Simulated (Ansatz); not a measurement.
## Run record: relaxation of BaTe (Fm-3m)

Method: r²SCAN, PAW on Ansatz 0.2.0's default frozen-core files (fitted under PBE), scalar-relativistic.

Launched as:

```sh
ansatz run input.yaml --threads 1 --pin off --max-ram 1228MiB --backend cpu --events-out ev --progress --plain --runs-dir out
```

Input file:

```yaml
crystal:
  lattice:
    - [0.0, 3.41, 3.41]
    - [3.41, 0.0, 3.41]
    - [3.41, 3.41, 0.0]
  atoms:
    - { symbol: Ba, position: [0.0, 0.0, 0.0] }
    - { symbol: Te, position: [0.5, 0.5, 0.5] }
kpoints:
  mp_grid: { grid: [12, 12, 12] }
scf:
  occupations: { method: fermi_dirac, width: 0.08 }
hamiltonian:
  xc: r2scan
  pseudopotentials: { kind: paw }
relax:
  f_tol: 0.002
  max_steps: 80
  cell: {}
output:
  forces: true
  stress: true
```

Output (shortened where marked):

```
Warning: RAYON_NUM_THREADS=1 ignored (pool sized by the plan → 1); use --threads N
Engine: ansatz 0.2.0, aarch64-unknown-linux-gnu
Pseudopotentials: kind: paw
Pseudopotential: Ba, paw, valence charge 10, recommended cutoff 500 eV (meta_gga), Ba.paw.azcp
Pseudopotential: Te, paw, valence charge 16, recommended cutoff 500 eV (meta_gga), Te.paw.azcp
Functional definition: r2SCAN
  parameter k0 = 0.174
  parameter k1 = 0.065
  parameter a1 = 4.9479
  exchange = r2scan_x(k0 = k0, k1 = k1, a1 = a1)
  correlation = r2scan_c
Crystal: 2 atoms, lattice volume = 79.304 Å³
Basis set: ecut = 500 eV, 1989 PW (Γ), exchange–correlation on 144×144×144 points (64 copies of the dense FFT grid, shifted against one another)
Bands: 17, of which v1, the nominal top of the filled ones, is band 13 counted from 1 (12 counted from 0)
Symmetry: 48 space group operations
Space group: Fm-3m (ITA 225), of the structure as read, at distance tolerance 4.3e-5 Å
k-points: 72 of 1728
Non-local potential: Ba, projectors of the file, l = 0: 3, l = 1: 2, l = 2: 2, l = 3: 2
Non-local potential: Te, projectors of the file, l = 0: 2, l = 1: 2, l = 2: 2, l = 3: 2
PAW form: soft (Blöchl's): semilocal exchange-correlation on the pseudo side does not see the compensation charge
PAW frozen core: Ba, regenerated for the run's functional (the file was generated under x = pbe(κ = 0.804, μ = 0.2195149727645171), c = pbe(β = 0.06672455060314922))
PAW frozen core: Te, regenerated for the run's functional (the file was generated under x = pbe(κ = 0.804, μ = 0.2195149727645171), c = pbe(β = 0.06672455060314922))
PAW one-centre angular grid: Ba, 302 points (default); XC on 160 Gauss nodes
PAW one-centre angular grid: Te, 590 points (default); XC on 160 Gauss nodes
Initial density: superposition of atomic densities (neutral atoms: chi_scale 0, normalization atom), corrected by the library's trained network
Initial wavefunctions: pseudopotential atomic-orbital guess
[... 55 lines left out ...]
SCF iter   5: F=—  HF=-12963.525597 eV  |F-HF|=—  |Δ(HF+E_count)|=  2.18e-10  Δρ=3.78e-7  dr2=1.94e-11  dr2_τ=2.94e-11  ethr=1.00e-12  ⟨swp⟩=5.0  Hψ=6387  notcnv=0
SCF iter   6: F=-12963.525597 eV  HF=-12963.525597 eV  |F-HF|=3.64e-12  |Δ(HF+E_count)|=  4.07e-10  Δρ=3.19e-8  dr2=3.29e-13  dr2_τ=1.14e-13  ethr=1.00e-12  ⟨swp⟩=6.0  Hψ=5422  notcnv=0
SCF 5 converged in 6 iterations: F = -12963.525597 eV  dr2 = 3.29e-13
relax step   5: F+E_penalty+E_count = -12963.52559676 eV  Δ(F+E_penalty+E_count) = -5.344e-4 eV  max|allowed force component| = 1.538e-29 eV/Å  Δτ_max = 0.0000 Å  P = +0.008 GPa  Ω = 88.065 Å³  stress off target by 8.39e-3 GPa  ...
basis re-selected at this cell: Δ(F+E_penalty+E_count) = -5.344e-4 eV, ΔP = +0.005 GPa vs the last step (what re-selecting the basis moved, of the pressure what is left beyond the Pulay correction that the steps carried, after ...
SCF converged after 6 iterations
Free energy (F): -12963.525597 eV
Harris-Foulkes:  -12963.525597 eV  (|F-HF|=3.64e-12)
Internal energy: -12963.525597 eV  (E = F + TS)
E sigma→0 (E₀):  -12963.525597 eV
Entropy (-TS):   -0.000000 eV (-0.000 meV/atom)
Fermi energy:    6.942310 eV
--- Per-component energies (eV) ---
  E_band       = -357.788378
  E_kinetic    = 349.022769
  E_local      = -1876.297471  (includes V_loc(G=0)·N_el)
  E_nonlocal   = -254.313589
  E_hartree    = 1048.947786
  E_xc         = -273.091878
  E_vxc        = -259.989162  (∫ρ·V_xc dr)
  E_paw        = -9938.686085  (= ΣΔE_a)
  E_vpaw       = -428.037953  (= ΣTr[D̂ρ^β])
  E_aug_tail   = -0.000037  (compensation charges beyond the density's cutoff)
  E_vtau       = 13.931503  (kinetic-family band-sum trace: ∫τ·v_τ [+ j·A + Jᵃ·Aᵃ] dr)
  E_ewald      = -2019.462364
  E_core_change = 0.355271  (= ΣΔE_core)
  E_smearing   = -0.000000  (= −TS)
  E_closure    = -0.000000  (closes the sum)
  Σ components = -12963.525597   (vs F -12963.525597, Δ=0.00e0)
--- Forces (eV/Å), atoms counted from 1 ---
  atom   1  Ba    -0.00000000     0.00000000     0.00000000
  atom   2  Te     0.00000000    -0.00000000    -0.00000000
  max |Σ_I F_I| component: 3.02e-29 eV/Å
--- Stress (GPa, compression-positive) ---
        0.008394      -0.000000      -0.000000
       -0.000000       0.008394      -0.000000
       -0.000000      -0.000000       0.008394
  P = ⅓ Tr σ = 0.0084 GPa (0.084 kbar)
--- Relaxed structure (4 steps of the walk, 4 accepted, 1 SCFs on fresh bases) ---
  F+E_penalty+E_count = -12963.52559676 eV   max|allowed force component| = 1.538e-29 eV/Å   (the final SCF, on the basis selected at the relaxed cell)
  cell:  # Å, volume = 88.0648 Å³
    - [3.757836874260496e-34, 3.5312150778910847, 3.5312150778910847]
    - [3.5312150778910847, -4.904295581662005e-34, 3.5312150778910847]
    - [3.5312150778910847, 3.5312150778910847, -5.222756333717982e-34]
  atoms:
    - { symbol: Ba, position: [1.1766434166637642e-35, -4.706573666692456e-36, -4.235916299978856e-35] }
    - { symbol: Te, position: [0.5, 0.5, 0.5] }
```

The run converged.

**Relaxation**

Relaxation of a crystal by Kohn-Sham DFT from the given cell to forces under 2 meV/angstrom; pressure positive in compression.

* Energy change: -50.5 meV/atom
* Volume change: 11.05 %
* Length change (a, b, c): 3.555, 3.555, 3.555 %
* Start pressure: 4.05 GPa

Keep in mind: frozen-core PAW files fitted under PBE, their cores solved anew for the functional of the run.

It took 110 s on 1 thread of Arm Neoverse N1, on a shared host, peak memory 0.72 GiB.
